## Results and discussion: pushing the sulphur of WS2 against its tungsten

In WS2 each tungsten atom sits inside a prism of six sulphur atoms, and the prisms share edges to form layers. Here all four sulphur atoms of the cell move together, while the two tungsten atoms and the cell stay fixed. The line of motion follows one of the W–S bonds, so it leads partly along the layers and partly across them. Distances between sulphur atoms don't change, nor do those between tungsten atoms. Among near neighbours, only the W–S bonds are shortened or lengthened.

WS2 (P6_3/mmc, 6 atoms a cell, a = 3.154, c = 12.140 Å) with all S atoms moved towards a W neighbour along the Cartesian unit vector (-0.655, -0.378, 0.654), all else fixed. Ansatz 0.2.0, scalar-relativistic plane-wave PAW, PBE-D3(BJ), no spin polarisation, cutoff 420 eV, k mesh 12×12×4, Gaussian smearing 0.05 eV. Energies are free energies; pressure is positive in compression.

| displacement (Å) | energy change (eV a cell) | force along direction (eV/Å summed over the moved atoms) | pressure (GPa) | gap on mesh (eV) |
| --- | --- | --- | --- | --- |
| -0.5 | 6.936 | 29.299 | 22.17 | 0.000 |
| -0.25 | 1.661 | 13.473 | 5.35 | 0.508 |
| 0 | 0.000 | 0.000 | -0.01 | 0.889 |
| 0.125 | 0.411 | -6.596 | 1.31 | 0.782 |
| 0.375 | 3.805 | -20.968 | 12.26 | 0.205 |
| 0.4375 | 5.241 | -25.004 | 16.84 | 0.000 |

The displacement $x$ is the distance moved, and the energy change $E$ is counted from the undisturbed cell. The force is the sum over the four sulphur atoms, taken along the line.

### 1. Which row costs the most energy, and does the sign of the displacement matter?

The row at −0.5 Å costs most, 6.936 eV a cell, because it lies farthest from rest. The sign plays no part. The cell holds two layers, and inversion turns one into the other, so a shift by $-x$ gives the same crystal as a shift by $+x$ with the layers exchanged. The negative side is therefore not a side on which bonds are merely stretched. Whichever way the sulphur moves, some W–S bonds become shorter and others longer.

### 2. Is there a second resting place, as in a ferroelectric?

There is none along this line, as far as the scan reaches. A double well would show itself by an energy below zero, or by a force that drives the sulphur further away from the start. In every displaced row the energy is positive and the force points back.

The force components at 0.125 Å widen this answer. They resist the motion both along the layers and across them, and for small shifts the threefold symmetry makes all directions within the layer alike. No small rigid shift of sulphur against tungsten therefore lowers the energy. Other patterns of motion, or a cell free to change its shape, were not tried.

Six equal bonds around the metal don't by themselves rule out a second well. A polar distortion pays if a few shortened bonds gain more than the others lose. Here the balance is clearly a loss.

### 3. How far can one trust a simple spring?

Near rest, almost any smooth well looks like a spring, whose energy grows with the square of the displacement. The smallest step is enough to set its strength. It costs 0.411 eV at 0.125 Å, and the row at −0.5 Å lies four times as far out, so the spring predicts

$$E(0.5\ \text{Å}) \approx 0.411\ \text{eV}\times 4^2 = 6.58\ \text{eV}.$$

The table gives 6.936 eV, a value not used in the estimate. The computed energy is about 5 % above the spring's, so the well hardens slightly as the sulphur moves out.

Because the two signs are equivalent, the next term allowed after $x^2$ is $x^4$. A least-squares fit of $E = ax^2 + bx^4$ to the energies of all rows gives $a = 26.2$ eV/Å² and $b = 6.2$ eV/Å⁴. Its slope reproduces the computed forces, which the fit had not seen, to within 0.1 %. Forces and energies come from the same calculation, so this confirms the shape of the curve and not its cause.

### 4. Why is sulphur harder to push across the layers than along them?

The force components at 0.125 Å give a stiffness of about 66 eV/Å² a cell across the layers and 43 eV/Å² along them. The direction of the bonds offers a simple explanation. A bond resists above all the part of a motion that changes its length, so what counts is how the bonds share themselves out among the three directions of space.

Treat each of the twelve W–S bonds in the cell as a spring of strength $k$. If a bond makes an angle with the motion whose cosine is $n$, it changes length by $nx$ and stores $\tfrac12 k n^2x^2$. The squares of a bond's three cosines add up to one. The line of motion follows a bond, so its direction gives the cosine across the layers, $n_z = 0.654$, with the square 0.43. The remaining 0.57 is shared equally, on average over the bonds, between the two directions within the layer. The stiffnesses $K$ then stand in the ratio

$$\frac{K_\text{across}}{K_\text{along}} = \frac{n_z^2}{(1-n_z^2)/2} = \frac{0.43}{0.286} \approx 1.5.$$

The computed ratio is 1.52. The geometry of the prism alone thus gives about the right ratio. This agreement is no proof, because electric forces and forces that resist the bending of bond angles also contribute, and their effects on the ratio may partly cancel. In the spring picture the two stiffnesses would be equal if $n_z^2$ were one third, but whether the picture holds for other layered crystals was not tested.

### 5. Why does the curve stay so close to a parabola when the bonds change so much?

At −0.5 Å the shortest W–S bond has shrunk from 2.41 to 1.91 Å. No real bond acts as an ideal spring over such a range, since it resists compression more strongly than stretching. Much of this already cancels within each layer, where some bonds lengthen while others shorten. The energy of the whole cell hides what is left of the asymmetry, because it adds up two layers that are distorted in opposite senses.

The forces on the two tungsten atoms reveal the part that a single layer keeps. At −0.5 Å one is pulled along the line with 17.4 eV/Å and the other with 11.9 eV/Å. In each displaced row the larger force acts in the layer that holds the shortest bond. Inversion lets us read the same pair of numbers in another way: a single layer would answer a push in one direction with 17.4 eV/Å and a push in the opposite direction with 11.9 eV/Å.

In the sum over both layers, whatever one gains from the sign of the motion the other loses. Only the part common to both signs survives, and that part is the parabola with its slight hardening. A nearly harmonic curve for a crystal is therefore no evidence that its bonds are harmonic. Symmetry removes only the lopsided part, though. That the $x^4$ term is small as well is a result of the calculation, and the table doesn't show why.

### 6. What would change if the metal were lighter?

If only the mass changed, not one entry of the table would. The energies and forces belong to nuclei held in place, and their mass doesn't enter. It matters once the atoms are released and vibrate.

A rigid swing of all sulphur against all tungsten is a natural vibration of this crystal, both along the layers and across them. Its frequency follows from the stiffness $K$ and the reduced mass $\mu$ as $\sqrt{K/\mu}/2\pi$. The two tungsten atoms of the cell weigh nearly three times as much as its four sulphur atoms, so $\mu$ is about three quarters of the mass of the sulphur. With the stiffnesses of question 4 this gives wavenumbers of about 350 cm⁻¹ along the layers and 430 cm⁻¹ across them. Both vibrations move the charges of the two elements against each other, so they can be looked for in a measured infrared spectrum.

Halving the mass of the metal would lower $\mu$ only by about a fifth and raise both wavenumbers by some 12 %. The lighter partner, sulphur, does most of the moving, which is why the effect is modest. A real exchange of the element would also alter the stiffness, and that needs a calculation of its own.

### 7. What would change if the crystal were squeezed?

The pressure column answers this without a further calculation. Pressure $P$ is the rate at which energy rises as the volume $V$ shrinks, and the undisturbed cell has almost none. The pressure in a displaced row therefore tells how the cost of the shift itself depends on volume. Put in relative terms, $PV/E$ is the percentage by which the cost rises when the volume falls by one per cent.

This quantity is close to 2.1 in every displaced row. Squeezing the cell evenly by 1 % in volume would thus make the same shift, measured as a fraction of the cell's edges, about 2 % more expensive. The natural reading is that shorter bonds are stiffer bonds.

Two limits matter in practice. A layered crystal under real pressure gives way mostly between its layers and not evenly. The stress in the displaced cell is also far from equal in all directions: at −0.5 Å one shear component alone reaches 19 GPa, beside the pressure of 22 GPa. A cell set free would tilt as well as swell.

### 8. Why does the gap shrink, and which digits can be trusted?

The gap on the mesh falls from 0.889 eV at rest to zero in the two outermost rows. It falls slowly at first, by 0.107 eV over the first 0.125 Å, and by 0.303 eV between 0.25 and 0.375 Å. The slow start fits the symmetry, since a quantity that is the same for both signs begins flat, provided it has no kink at rest.

The cause of the fall can only be argued, because the table doesn't show which electronic states form the band edges. In WS2 the states next to the gap come largely from tungsten d orbitals, whose levels depend on the surrounding sulphur atoms and on the neighbouring tungsten atoms. When the six bonds become unequal, some of these levels are expected to rise and others to sink. The gap is measured between the highest filled and the lowest empty level, so such a spread can narrow it. The two layers also become unlike, and the two levels need not lie in the same layer. Mixing between filled and empty levels would work the other way and widen the gap, but the computed fall shows that it doesn't win here.

The digits deserve different degrees of trust:

- **Energies and forces** are smooth from row to row. The two-term curve meets every energy to within 0.001 eV, so there is hardly any random scatter. Errors from the cutoff or the k mesh could vary just as smoothly and would not show in this way; they were not tested, so the last digits are precise but not proven accurate. How far the functional itself errs cannot be judged from a single one.
- **Gaps** are less certain. The mesh may miss the true band edges, so the true gap of the computed bands can be smaller than printed, but not larger. The functional usually gives gaps that are too small, and spin–orbit coupling, which is strong in tungsten, is left out.
- **The point of closure** lies between 0.375 and 0.4375 Å on this mesh. That is a statement about the calculation and not a forecast for a real crystal. The mesh was chosen for an insulator, and its error in the two rows without a gap was not tested.

The energy runs smoothly through the point where the gap closes. The loss of the gap therefore doesn't explain the steep rise in cost; the strained W–S bonds are the likely source.
